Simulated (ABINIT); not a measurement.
The system is NaCl.

```
Cl Na
1.0
     3.50219    0.00000    0.00000
     0.00000    3.50219    0.00000
     0.00000    0.00000    3.50219
Cl Na
1 1
Direct
  0.50000 0.50000 0.50000
  0.00000 0.00000 0.00000
```

Measurements of this composition are mostly on another form, of space group No. 225.

Base run:

* Program: ABINIT 10.8.3 (patched build)
* Functional: revPBE
* Potentials or basis: JTH PAW PBE v2.0
* Cutoff: 1225 eV
* k mesh: 8 × 8 × 8
* Occupations: fermi-dirac, width 0.05 eV
* Spin: no spin polarisation

Its results: band gap on the k mesh 4.24 eV, indirect (least direct gap 4.72 eV); pressure 1.7 GPa.

**Question.** After a change of settings the same cell gave: band gap on the k mesh 4.72 eV, indirect (least direct gap 5.18 eV); pressure 2.8 GPa. Which change was it?
A. functional from revPBE to PBE; potentials or basis from JTH PAW PBE v2.0 to SG15 NC PBE v1.2; cutoff from 1225 eV to 1197 eV
B. functional from revPBE to RPBE
C. functional from revPBE to LDA; potentials or basis from JTH PAW PBE v2.0 to PseudoDojo NC SR LDA v0.4 stringent; cutoff from 1225 eV to 1197 eV
D. functional from revPBE to HCTH407

**Answer.** D.

Caveats: the PAW data sets were made with another functional, which shifts forces and pressure a little.
